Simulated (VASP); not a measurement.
# PbSe in VASP: how settings move the PBE single point

Aim: see what changed inputs do to the PBE single point of PbSe (rocksalt).

Code: VASP 6.6.1. PAW datasets, plane waves. Computed at 0 K without zero-point motion; spin polarisation is off.

### Step 1. Starting point

The cell comes from an earlier relaxation with r2SCAN in another program.

Space group Fm-3m (No. 225), cubic; conventional cell a = 6.177 Å, 29.47 Å³ an atom. Pb has 6 Se at 3.09 Å; Se has 6 Pb at 3.09 Å.

Structure file:

```xyz
2
Lattice="0.0000 3.0887 3.0887 3.0887 0.0000 3.0887 3.0887 3.0887 0.0000" Properties=species:S:1:pos:R:3 pbc="T T T"
Pb    0.0000    0.0000    0.0000
Se    3.0887    3.0887    3.0887
```

### Step 2. Baseline

Input file INCAR:

```
ENCUT = 520.000000
SIGMA = 0.020000
EDIFF = 1.00e-07
GGA = PE
PREC = Accurate
IBRION = -1
ISIF = 2
ISMEAR = -1
NBANDS = 17
NELM = 120
NSW = 0
LASPH = .TRUE.
LCHARG = .TRUE.
LELF = .TRUE.
LWAVE = .FALSE.
LREAL = .FALSE.
```

Input file KPOINTS:

```
KPOINTS created by Atomic Simulation Environment
0
Gamma
8 8 8
0 0 0
```

Input file POSCAR:

```
Pb Se
 1.0000000000000000
    -0.0000000000000000    3.0887022195350249    3.0887022195350249
     3.0887022195350249   -0.0000000000000000    3.0887022195350249
     3.0887022195350249    3.0887022195350249   -0.0000000000000000
 Pb  Se
   1   1
Cartesian
  0.0000000000000000  0.0000000000000000  0.0000000000000000
  3.0887022195350244  3.0887022195350244  3.0887022195350244
```

A file KPOINTS_OPT adds named points for the levels; it doesn't enter the self-consistent loop.

Potentials: the recommended PBE PAW datasets, 20 valence electrons.

Run with:

```sh
$ mpirun -np 1 vasp_std
```

### Step 3. Altered input 1

Changes to INCAR since step 2:

```diff
@@ -12,4 +12,3 @@
 LASPH = .TRUE.
-LCHARG = .TRUE.
-LELF = .TRUE.
+LCHARG = .FALSE.
 LWAVE = .FALSE.
```

Input file KPOINTS:

```
KPOINTS created by Atomic Simulation Environment
0
Monkhorst-Pack
8 8 8
0 0 0
```

POSCAR is that of step 2.

### Step 4. Altered input 2

Input file INCAR:

```
ENCUT = 520.000000
SIGMA = 0.020000
GGA = PE
PREC = Accurate
IBRION = -1
ISIF = 2
ISMEAR = -1
NBANDS = 17
NELM = 120
NSW = 0
LASPH = .TRUE.
LCHARG = .FALSE.
LWAVE = .FALSE.
LREAL = .FALSE.
EDIFF = 1e-08
IMIX = 1
AMIX = 0.1
```

KPOINTS is that of step 2.

POSCAR is that of step 2.

### Step 5. Altered input 3

Input file INCAR:

```
ENCUT = 520.000000
SIGMA = 0.020000
EDIFF = 1.00e-07
IBRION = -1
ISIF = 2
ISMEAR = -1
NELM = 120
NSW = 0
LASPH = .TRUE.
LCHARG = .FALSE.
LWAVE = .FALSE.
LREAL = .FALSE.
NBANDS = 11
GGA = PS
PREC = Medium
```

KPOINTS is that of step 2.

POSCAR is that of step 2.

### Step 6. Altered input 4

Changes to INCAR since step 2:

```diff
@@ -9,8 +9,7 @@
 NBANDS = 17
-NELM = 120
 NSW = 0
 LASPH = .TRUE.
-LCHARG = .TRUE.
-LELF = .TRUE.
+LCHARG = .FALSE.
 LWAVE = .FALSE.
 LREAL = .FALSE.
+NELM = 100
```

Input file KPOINTS:

```
KPOINTS created by Atomic Simulation Environment
0
Gamma
4 4 4
0 0 0
```

Input file POSCAR:

```
Pb Se
 1.0000000000000000
    -0.0000000000000000    5.8368000000000002    5.8368000000000002
     5.8368000000000002   -0.0000000000000000    5.8368000000000002
     5.8368000000000002    5.8368000000000002   -0.0000000000000000
 Pb  Se
   1   1
Cartesian
  0.0000000000000000  0.0000000000000000  0.0000000000000000
  5.8367999999999993  5.8367999999999993  5.8367999999999993
```

Q: Predict the outcome of this session. Wanted: for each run, changed; ending; energy change; pressure; electronic steps; usable.

**Answer**, as computed:

| run | changed | ending | energy change (meV/atom) | pressure (GPa) | gap on the mesh (eV; negative: overlap) | electronic steps | time | usable |
| --- | --- | --- | --- | --- | --- | --- | --- | --- |
| ref. | – | converged | 0 | 0.9 | 0.38 | 13 | 27 s | yes |
| 1 | shifted mesh | converged | 0.4 | 0.9 | 0.80 | 13 | 42 s | yes |
| 2 | EDIFF = 1e-08, IMIX = 1, AMIX = 0.1 | converged | 0.0 | 0.9 | 0.38 | 84 | 2.3 min | yes |
| 3 | NBANDS = 11, GGA = PS, PREC = Medium | converged | – | -1.8 | 0.29 | 13 | 9.6 s | no |
| 4 | mesh 4×4×4, another POSCAR | converged | 3344.4 | -0.7 | 0.07 | 40 | 4.3 min | no |

Of 4 altered inputs, 2 ended normally on a faulty or unsound input, 2 gave usable results. Among the usable ones with comparable energies, «shifted mesh» moves the energy most, by 0.4 meV/atom.
